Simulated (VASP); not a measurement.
TlBr:

```xyz
2
Lattice="3.8991 0.0000 0.0000 0.0000 3.8991 0.0000 0.0000 0.0000 3.8991" Properties=species:S:1:pos:R:3 pbc="T T T"
Tl    0.0000    0.0000    0.0000
Br    1.9496    1.9496    1.9496
```

The cell was built by a generator and needn't be a form met in nature.

Base run:

* Program: VASP 6.6.1
* Functional: PBE
* Potentials or basis: VASP PAW PBE potentials, release 64 (Tl_d, Br)
* Cutoff: 520 eV
* k mesh: 5 × 5 × 5
* Occupations: fermi-dirac, width 0.1 eV
* Spin: no spin polarisation

Its results: band gap on the k mesh 2.60 eV, indirect (least direct gap 2.61 eV); pressure 3.0 GPa.

Question: The run is repeated on the same cell with these changes: k mesh from 5 × 5 × 5 to 5 × 5 × 5, shifted. What comes out?

Answer: Band gap on the k mesh 2.27 eV, indirect (least direct gap 2.82 eV); pressure 3.0 GPa.

Caveats: spin-orbit coupling is left out, which as a rule narrows the gap of such compounds by several tenths of an eV; an odd mesh through Γ misses points on the zone boundary, where band edges often lie (some runs).
